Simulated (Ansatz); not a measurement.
Crystal: SnTe.

```
CELL_PARAMETERS angstrom
3.90470 0.00000 0.00000
0.00000 3.90470 0.00000
0.00000 0.00000 3.90470
ATOMIC_POSITIONS crystal
Te 0.50000 0.50000 0.50000
Sn 0.00000 0.00000 0.00000
```

Measurements of this composition are mostly on another form, of space group No. 225.

```yaml
Program: Ansatz 0.2.0
Task: relaxation of cell and atoms
Functional: RPBE
Dispersion: D4
Potentials_or_basis: Ansatz PAW
Cutoff: "420 eV (not typed: the program's choice for these potentials)"
k_mesh: 7 × 7 × 7
Occupations: fermi-dirac, width 0.05 eV
Spin: no spin polarisation
```

At the start: volume 29.77 Å³/atom.

Question: How do energy, volume and symmetry change on relaxing?

Answer: It ends after 6 steps and the volume is 26.96 Å³/atom (-9.4 %); space group Pm-3m (No. 221, to 0.05 Å).

Step by step:
```csv
step,energy change (eV),largest force (eV/Å),volume (Å³)
1,0.0000,0.0000,59.53
2,-0.0167,0.0000,58.45
3,-0.0691,0.0000,54.23
4,-0.0695,0.0000,53.80
5,-0.0695,0.0000,53.92
6,-0.0684,0.0000,53.92
```

Final structure:
```yaml
crystal:
  lattice:
    - [3.77799, 0.00000, 0.00000]
    - [0.00000, 3.77799, 0.00000]
    - [0.00000, 0.00000, 3.77799]
  atoms:
    - { symbol: Te, position: [0.50000, 0.50000, 0.50000] }
    - { symbol: Sn, position: [0.00000, 0.00000, 0.00000] }
```

Caveat: the plane-wave basis is chosen anew once the cell has moved, so the energies of steps on either side of that aren't comparable; pairwise dispersion overbinds metals, which lowers pressure and volume; the PAW data sets come from PBE, with cores solved anew for the run's functional, which leaves a small shift of forces and pressure.
